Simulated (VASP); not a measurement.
Here is a VASP 6.6.1 calculation.

Contents of INCAR:

```
ALGO = Fast
EDIFF = 1E-6
EDIFFG = -0.01
ENCUT = 600
GGA = PS
IBRION = 2
ISIF = 3
ISMEAR = -1
LASPH = True
LCHARG = False
LREAL = False
LWAVE = False
NELM = 100
NSW = 80
PREC = Accurate
SIGMA = 0.1
```

The input KPOINTS:

```
k-points
0
Gamma
  8 8 12
```

File POSCAR:

```
Si
1.0
    4.3942991671      0.0000000000      0.0000000000
   -2.1971495836      3.8055747106      0.0000000000
    0.0000000000      0.0000000000      2.6937053894
Si
3
Direct
    0.0000000000      0.0000000000      0.0000000000
    0.3333333333      0.6666666667      0.5000000000
    0.6666666667      0.3333333333      0.5000000000
```

Potentials or basis: VASP PAW PBE potentials, release 64 (Si).

The run is started by

```bash
$ cat potpaw_PBE.64/Si/POTCAR > POTCAR
$ mpirun -np 1 vasp_std > vasp.out
```

Predict the space group after relaxing (to 0.05 Å).

P6/mmm (No. 191).

Estimate the relaxed cell.

a = 4.433 Å, b = 4.433 Å, c = 2.548 Å, α = 90.00°, β = 90.00°, γ = 120.00°.

Estimate the relaxed volume.

14.45 Å³/atom.

Predict the band gap on the k mesh.

none (metal or under the smearing width).

Final structure:
```xyz
3
Lattice="4.4326 0.0000 0.0000 -2.2163 3.8388 0.0000 0.0000 0.0000 2.5481" Properties=species:S:1:pos:R:3 pbc="T T T"
Si    4.4326    0.0000    0.0000
Si    0.0000    2.5592    1.2740
Si    2.2163    1.2796    1.2740
```

Caveat: the PAW data sets were made with another functional, which shifts forces and pressure a little.
